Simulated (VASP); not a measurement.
# Sn (Im-3m) in VASP: notebook

One crystal, Sn, is run at these levels: PBEsol; tasks: single point.

Program: VASP 6.6.1. These are calculated values, not measurements. Logs are shortened: lines on timing, memory, paths and dates and some standing lists are left out, and cuts for length are marked.

**1. Starting point**

It takes space group Im-3m (No. 229, cubic). Conventional cell: a = 3.789 Å, b = 3.789 Å, c = 3.789 Å, α = 90.00°, β = 90.00°, γ = 90.00°. Around Sn (site symmetry m-3m) lie 8 Sn at 3.28 Å.

This isn't the form of Sn at room conditions, which is tetragonal (white tin).

**2. Single point, PBEsol**

INCAR reads:

```
SYSTEM = Sn
PREC = Accurate
ENCUT = 500
EDIFF = 1E-6
ISMEAR = -1
SIGMA = 0.1
LREAL = .False.
LASPH = .True.
NELM = 100
ALGO = Normal
ISIF = 2
LWAVE = .False.
LCHARG = .False.
GGA = PS
NBANDS = 13
ADDGRID = .False.
```

KPOINTS reads:

```
Automatic mesh
0
Gamma
  10 10 10
  0 0 0
```

POSCAR reads:

```
Sn
1.0
   -1.8946518192      1.8946518192      1.8946518192
    1.8946518192     -1.8946518192      1.8946518192
    1.8946518192      1.8946518192     -1.8946518192
Sn
1
Direct
    0.0000000000      0.0000000000      0.0000000000
```

Potentials or basis: VASP PAW PBE potentials, release 64 (Sn_d).

Command:

```sh
cat potpaw_PBE.64/Sn_d/POTCAR > POTCAR
mpirun -np 1 vasp_std > vasp.out
```

OUTCAR:

```text
SYSTEM = Sn
   PREC = Accurate
   ENCUT = 500
   EDIFF = 1E-6
   ISMEAR = -1
   LREAL = .False.
   LASPH = .True.
   NELM = 100
   ISIF = 2
   GGA = PS

 Found     47 irreducible k-points:

 Following reciprocal coordinates:
            Coordinates               Weight
  0.000000  0.000000  0.000000      1.000000
  0.100000  0.000000  0.000000     12.000000
  0.200000  0.000000  0.000000     12.000000
  0.300000  0.000000  0.000000     12.000000
  0.400000  0.000000  0.000000     12.000000
  0.500000  0.000000  0.000000      6.000000
   k-points           NKPTS =     47   k-points in BZ     NKDIM =     47   number of bands    NBANDS=     13
   number of dos      NEDOS =    301   number of ions     NIONS =      1
   total plane-waves  NPLWV =  13824
   dimension x,y,z NGX =    24 NGY =   24 NGZ =   24
   dimension x,y,z NGXF=    48 NGYF=   48 NGZF=   48
   ions per type =               1
   NGX,Y,Z   is equivalent  to a cutoff of  12.16, 12.16, 12.16 a.u.
   NGXF,Y,Z  is equivalent  to a cutoff of  24.32, 24.32, 24.32 a.u.
 SYSTEM =  Sn
   PREC   = accura    normal or accurate (medium, high low for compatibility)
   ISTART =      0    job   : 0-new  1-cont  2-samecut
   ICHARG =      2    charge: 1-file 2-atom 10-const
   ISPIN  =      1    spin polarized calculation?
   LNONCOLLINEAR =      F non collinear calculations
   LSORBIT =      F    spin-orbit coupling
   LASPH  =      T    aspherical Exc in radial PAW
   ENCUT  =  500.0 eV  36.75 Ry    6.06 a.u.   5.98  5.98  5.98*2*pi/ulx,y,z
   NELM   =    100;   NELMIN=  2; NELMDL= -5     # of ELM steps
   EDIFF  = 0.1E-05   stopping-criterion for ELM
   LREAL  =      F    real-space projection
   EDIFFG = 0.1E-04   stopping-criterion for IOM
   NSW    =      0    number of steps for IOM
   IBRION =     -1    ionic relax: 0-MD 1-quasi-New 2-CG
   NFREE  =      0    steps in history (QN), initial steepest desc. (CG)
   ISIF   =      2    stress and relaxation
   ISYM   =      2    0-nonsym 1-usesym 2-fastsym
   POTIM  = 0.5000    time-step for ionic-motion
   TEBEG  =    0.0;   TEEND  =   0.0 temperature during run
   PSTRESS=    0.0 pullay stress
   NELECT =      14.0000    total number of electrons
   NUPDOWN=      -1.0000    fix difference up-down
   EMIN   =  10.00;   EMAX   =-10.00  energy-range for DOS
   EFERMI =   0.00;   METHOD = LEGACY
   ISMEAR =    -1;   SIGMA  =   0.10  broadening in eV -4-tet -1-fermi 0-gaus
   EFERMI_NEDOS =   21; number of points for ismear=-14 and -15
   IALGO  =     38    algorithm
   IMIX   =      4    mixing-type and parameters
     AMIX     =   0.40;   BMIX     =  1.00
     AMIX_MAG =   1.60;   BMIX_MAG =  1.00
  volume/ion in A,a.u.               =      27.20       183.59
  Fermi-wavevector in a.u.,A,eV,Ry     =   1.311902  2.479136 23.416813  1.721087
  Thomas-Fermi vector in A             =   2.442332
   LORBIT       =      0    0 simple, 1 ext, 2 COOP (PROOUT), +10 PAW based schemes
   GGA     = PS    functional components
   LHFCALC =     F    Hartree Fock is set to
   AEXX    =    0.0000 exact exchange contribution
   IVDW    =     0    specifies the selected vdW correction
   LEPSILON=     F    determine dielectric tensor
   LRPA    =     F    only Hartree local field effects (RPA)
 non-spin polarized calculation
  energy-cutoff  :      500.00
  volume of cell :       27.20
 maximum number of plane-waves:       706
   NGX = 11   NGY = 11   NGZ = 11

 number of electron      13.9999996 magnetization

 Free energy of the ion-electron system (eV)
  ---------------------------------------------------
  ext. energy  EPLUGINS =         0.00000000
  ---------------------------------------------------
  free energy    TOTEN  =        -4.22210454 eV

  energy without entropy =       -4.19677516  energy(sigma->0) =       -4.20943985

 E-fermi :   7.8817     XC(G=0): -10.5021

 val. band max:        7.7972471681   @ k =   0.2000   0.2000   0.0000
 cond. band min:       7.8868963038   @ k =   0.3000   0.0000   0.0000
 fundamental gap:      0.0896491357
 Fermi energy:         7.8817201683

 k-point     1 :       0.0000    0.0000    0.0000
  band No.  band energies     occupation
      1     -13.5335      2.00000
      2     -13.5335      2.00000
      3     -13.5335      2.00000
      4     -13.3940      2.00000
      5     -13.3940      2.00000
      6      -3.1758      2.00000
      7      15.8569      0.00000
      8      15.8569      0.00000
      9      15.8569      0.00000
     10      20.0365      0.00000
     11      20.0365      0.00000
     12      20.0365      0.00000
     13      20.6623      0.00000

 k-point     2 :       0.1000    0.0000    0.0000
  band No.  band energies     occupation
      1     -13.5379      2.00000
      2     -13.5271      2.00000
      3     -13.5126      2.00000
      4     -13.3988      2.00000
      5     -13.3945      2.00000
      6      -2.9579      2.00000
      7      14.1294      0.00000
      8      15.0736      0.00000
      9      15.5713      0.00000
     10      18.4515      0.00000
     11      18.7940      0.00000
     12      19.6988      0.00000
     13      21.3865      0.00000

 k-point     3 :       0.2000    0.0000    0.0000
  band No.  band energies     occupation
      1     -13.5494      2.00000
      2     -13.5137      2.00000
      3     -13.4575      2.00000
      4     -13.4090      2.00000
      5     -13.3961      2.00000
      6      -2.3032      2.00000
      7      10.9917      0.00000
      8      13.7094      0.00000
      9      14.8468      0.00000
     10      17.2674      0.00000
     11      17.6410      0.00000
     12      19.8733      0.00000
     13      21.8875      0.00000

 k-point     4 :       0.3000    0.0000    0.0000
  band No.  band energies     occupation
      1     -13.5636      2.00000
      2     -13.5075      2.00000
      3     -13.4126      2.00000
      4     -13.3979      2.00000
      5     -13.3883      2.00000
      6      -1.2161      2.00000
      7       7.8869      0.97413
      8      12.5343      0.00000
      9      14.0713      0.00000
     10      16.4735      0.00000
     11      16.8250      0.00000
     12      20.7510      0.00000
     13      22.5507      0.00000

 k-point     5 :       0.4000    0.0000    0.0000
  band No.  band energies     occupation
      1     -13.5751      2.00000
      2     -13.5128      2.00000
      3     -13.4062      2.00000
      4     -13.3994      2.00000
      5     -13.3316      2.00000
      6       0.2569      2.00000
      7       5.1539      2.00000
      8      11.7730      0.00000
      9      13.5311      0.00000
     10      16.0140      0.00000
     11      16.3405      0.00000
     12      22.0200      0.00000
     13      23.3643      0.00000

 k-point     6 :       0.5000    0.0000    0.0000
  band No.  band energies     occupation
      1     -13.5794      2.00000
      2     -13.5168      2.00000
      3     -13.4019      2.00000
      4     -13.3999      2.00000
      5     -13.3097      2.00000
      6       1.4906      2.00000
      7       3.4941      2.00000
      8      11.5110      0.00000
      9      13.3413      0.00000
     10      15.8640      0.00000
     11      16.1800      0.00000
     12      22.8719      0.00000
     13      23.8764      0.00000

 [... further k-points ...]
[... 5 lines left out ...]
  --------------------------------------------------------------------------------------
  -------------------------------------------------------------------------------------
  Total       -0.3606580     -0.3606580     -0.3606580     -0.0000000      0.0000000      0.0000000
  in kB      -21.2401666    -21.2401666    -21.2401666     -0.0000000      0.0000000      0.0000000
  external PRESSURE =     -21.2401666 kB  Pullay stress =       0.0000000 kB

 VOLUME and BASIS-vectors are now :
 -----------------------------------------------------------------------------
  energy-cutoff  :      500.00
  volume of cell :       27.20
      direct lattice vectors                 reciprocal lattice vectors
    -1.894651819  1.894651819  1.894651819     0.000000000  0.263900731  0.263900731
     1.894651819 -1.894651819  1.894651819     0.263900731  0.000000000  0.263900731
     1.894651819  1.894651819 -1.894651819     0.263900731  0.263900731  0.000000000

 POSITION                                       TOTAL-FORCE (eV/Angst)
 -----------------------------------------------------------------------------------
      0.00000      0.00000      0.00000        -0.000000      0.000000      0.000000
 -----------------------------------------------------------------------------------
    total drift:                                0.000000      0.000000     -0.000000

  FREE ENERGIE OF THE ION-ELECTRON SYSTEM (eV)
  ---------------------------------------------------
  free  energy   TOTEN  =        -4.2221045359 eV

  energy  without entropy=       -4.1967751638  energy(sigma->0) =       -4.20943985
```

Wall time 7.6 s (1 thread of Intel Xeon Platinum 8375C at 2.90GHz (Ice Lake), shared host); peak memory 0.14 GiB.

These settings aren't checked as converged: the numbers below hold their error.

What came out:

- Free energy: -4.2221 eV
- Pressure: -2.1 GPa
- Band gap on the k mesh: none (metal or under the smearing width)

Caveat: the PAW data sets were made with another functional, which shifts forces and pressure a little.

**3. Single point, PBEsol**

Changes to INCAR since step 2:

```diff
@@ -1,3 +1,3 @@
 SYSTEM = Sn
-PREC = Accurate
+PREC = Low
 ENCUT = 500
```

KPOINTS is that of step 2.

POSCAR is that of step 2.

Potentials or basis: VASP PAW PBE potentials, release 64 (Sn_d).

Command:

```sh
cat potpaw_PBE.64/Sn_d/POTCAR > POTCAR
mpirun -np 1 vasp_std > vasp.out
```

Wall time 5.4 s (1 thread of Intel Xeon Platinum 8375C at 2.90GHz (Ice Lake), shared host); peak memory 0.11 GiB.

The run converged, but some of its settings lie outside the range that counts as converged, so its numbers aren't taken as properties of the crystal.

Results:

* Free energy: -4.2245 eV
* Pressure: -2.1 GPa
* Band gap on the k mesh: none (metal or under the smearing width)

Caveat: the PAW data sets were made with another functional, which shifts forces and pressure a little.

**4. Single point, PBEsol**

Changes to INCAR since step 3:

```diff
@@ -1,3 +1,3 @@
 SYSTEM = Sn
-PREC = Low
+PREC = Normal
 ENCUT = 500
```

KPOINTS is that of step 3.

POSCAR is that of step 3.

Command:

```sh
cat potpaw_PBE.64/Sn_d/POTCAR > POTCAR
mpirun -np 1 vasp_std > vasp.out
```

Wall time 6.7 s (1 thread of Intel Xeon Platinum 8375C at 2.90GHz (Ice Lake), shared host); peak memory 0.12 GiB.

The run converged, but some of its settings lie outside the range that counts as converged, so its numbers aren't taken as properties of the crystal.

What came out:

```yaml
Free_energy: -4.2221 eV
Pressure: -2.1 GPa
Band_gap_on_the_k_mesh: none (metal or under the smearing width)
```

Caveat: the PAW data sets were made with another functional, which shifts forces and pressure a little.

**5. Single point, PBEsol**

Changes to INCAR since step 4:

```diff
@@ -1,3 +1,3 @@
 SYSTEM = Sn
-PREC = Normal
+PREC = Accurate
 ENCUT = 500
@@ -6,3 +6,3 @@
 SIGMA = 0.1
-LREAL = .False.
+LREAL = Auto
 LASPH = .True.
```

KPOINTS is that of step 4.

POSCAR is that of step 4.

Command:

```sh
cat potpaw_PBE.64/Sn_d/POTCAR > POTCAR
mpirun -np 1 vasp_std > vasp.out
```

Run time: 15 s. Hardware: 1 thread of Intel Xeon Platinum 8375C at 2.90GHz (Ice Lake), shared host; peak memory 0.14 GiB.

The run converged, but some of its settings lie outside the range that counts as converged, so its numbers aren't taken as properties of the crystal.

Results:

- Free energy: -4.2226 eV
- Pressure: -2.2 GPa
- Band gap on the k mesh: none (metal or under the smearing width)

Caveat: the PAW data sets were made with another functional, which shifts forces and pressure a little.

**6. Single point, PBEsol**

Changes to INCAR since step 5:

```diff
@@ -3,6 +3,6 @@
 ENCUT = 500
-EDIFF = 1E-6
+EDIFF = 1E-4
 ISMEAR = -1
 SIGMA = 0.1
-LREAL = Auto
+LREAL = .False.
 LASPH = .True.
```

KPOINTS is that of step 5.

POSCAR is that of step 5.

Potentials or basis: VASP PAW PBE potentials, release 64 (Sn_d).

Command:

```sh
cat potpaw_PBE.64/Sn_d/POTCAR > POTCAR
mpirun -np 1 vasp_std > vasp.out
```

It took 6 s on 1 thread of Intel Xeon Platinum 8375C at 2.90GHz (Ice Lake), shared host; peak memory 0.14 GiB.

These settings aren't checked as converged: the numbers below hold their error.

Results:

```
Free energy            : -4.2221 eV
Pressure               : -2.0 GPa
Band gap on the k mesh : none (metal or under the smearing width)
```

Caveat: the PAW data sets were made with another functional, which shifts forces and pressure a little.
